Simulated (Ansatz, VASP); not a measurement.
# One calculation of CdS, two programs

```
Cd S
1.0
     0.00000    2.93921    2.93921
     2.93921    0.00000    2.93921
     2.93921    2.93921    0.00000
Cd S
1 1
Direct
  0.00000 0.00000 0.00000
  0.25000 0.25000 0.25000
```

The cell was built by a generator and needn't be a form met in nature.

Alike in both runs: task single point; functional PBE; k mesh 8 × 8 × 8; occupations fermi-dirac, width 0.02 eV; no spin polarisation.

|  | VASP | Ansatz |
| --- | --- | --- |
| version | VASP 6.6.1 | Ansatz 0.2.0 |
| potentials or method | VASP PAW PBE potentials, release 64 (Cd, S) | plane waves, PAW |
| plane-wave cutoff (eV) | 520 | 420 |
| valence electrons in the cell | 18 | 26 |

```tsv
	VASP	Ansatz	Ansatz less VASP
gap on the k mesh at the Fermi level (eV)	1.10	1.10	-0.003
pressure (GPa)	1.7	1.4	-0.32
```

The two sets of potentials don't hold the same shells in valence.

As with any semilocal functional, this PBE gap is likely too small.
